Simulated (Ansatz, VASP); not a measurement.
## Mn3Si: VASP beside Ansatz

The input POSCAR:

```
Mn3Si
1.0
    0.0000000000      2.8610000000      2.8610000000
    2.8610000000      0.0000000000      2.8610000000
    2.8610000000      2.8610000000      0.0000000000
Mn Si
3 1
Direct
    0.5000000000      0.5000000000      0.5000000000
    0.2500000000      0.2500000000      0.2500000000
    0.7500000000      0.7500000000      0.7500000000
    0.0000000000      0.0000000000      0.0000000000
```

INCAR.step1

```
PREC     = Accurate       # precision mode
ENCUT    = 520            # plane-wave cutoff, eV
ISMEAR   = -1             # smearing method
SIGMA    = 0.1            # smearing width, eV
LREAL    = False          # projectors in reciprocal space
LASPH    = True           # aspherical terms in the spheres
NELM     = 150            # most SCF steps
ISPIN    = 2              # spin polarisation
MAGMOM   = 4.5 4.5 4.5 0  # initial moments
LMAXMIX  = 4              # l up to which the mixer works
NBANDS   = 34             # bands
GGA      = PE             # functional
ALGO     = Normal         # electronic algorithm
EDIFF    = 1E-4           # SCF threshold, eV
LWAVE    = True           # write WAVECAR
LCHARG   = False          # write CHGCAR
```

INCAR.step2

```
PREC     = Accurate       # precision mode
ENCUT    = 520            # plane-wave cutoff, eV
EDIFF    = 1E-7           # SCF threshold, eV
ISMEAR   = -1             # smearing method
SIGMA    = 0.1            # smearing width, eV
LREAL    = False          # projectors in reciprocal space
LASPH    = True           # aspherical terms in the spheres
NELM     = 150            # most SCF steps
ALGO     = Normal         # electronic algorithm
ISIF     = 2              # what is computed and relaxed
LWAVE    = False          # write WAVECAR
LCHARG   = False          # write CHGCAR
ISPIN    = 2              # spin polarisation
MAGMOM   = 4.5 4.5 4.5 0  # initial moments
LORBIT   = 11             # projections on sites
LMAXMIX  = 4              # l up to which the mixer works
METAGGA  = R2SCAN         # meta-GGA
LMIXTAU  = True         
NBANDS   = 34             # bands
ISTART   = 1
```

The input KPOINTS:

```
regular mesh
0
Gamma
  7 7 7
```

Input for Ansatz:

```yaml
crystal:
  lattice:
    - [0.0, 2.861, 2.861]
    - [2.861, 0.0, 2.861]
    - [2.861, 2.861, 0.0]
  atoms:
    - { symbol: Mn, position: [0.5, 0.5, 0.5], spin: 4.5 }
    - { symbol: Mn, position: [0.25, 0.25, 0.25], spin: 4.5 }
    - { symbol: Mn, position: [0.75, 0.75, 0.75], spin: 4.5 }
    - { symbol: Si, position: [0.0, 0.0, 0.0] }
magnetization:
  spin_polarized: true
hamiltonian:
  xc: r2scan
  pseudopotentials: { kind: paw }
basis:
  ecutwfc: 500
kpoints:
  mp_grid: { grid: [7, 7, 7] }
scf:
  occupations: { method: fermi_dirac, width: 0.1 }
  lower_state_search: "off"
output:
  forces: true
  stress: true
```

Alike in both runs: task single point; functional r2SCAN; k mesh 7 × 7 × 7; occupations fermi-dirac, width 0.1 eV; collinear spin.

```csv
,VASP,Ansatz
version,VASP 6.6.1,Ansatz 0.2.0
potentials or method,"VASP PAW PBE potentials, release 64 (Mn_pv, Si)","PAW, plane waves, scalar-relativistic"
plane-wave cutoff (eV),520,500
valence electrons in the cell,43,49
```

Ansatz gave:

* pressure (GPa): 5.8
* net moment per atom (μB): 1.71
* size of the moment on the site where the two differ most (μB): 1.04

Task: Estimate VASP's values.

Result: Pressure (GPa): -6.8; net moment per atom (μB): 0.25; size of the moment on the site where the two differ most (μB): 3.34.

The net moments differ so much that the two runs ended in different magnetic states, which moves the other rows too. Site moments also hang on the region over which each program counts them. The two sets of potentials don't hold the same shells in valence. Ansatz warned: «stability_check_not_made».

Caveats: the PAW data sets were made with another functional, which shifts forces and pressure a little (VASP).
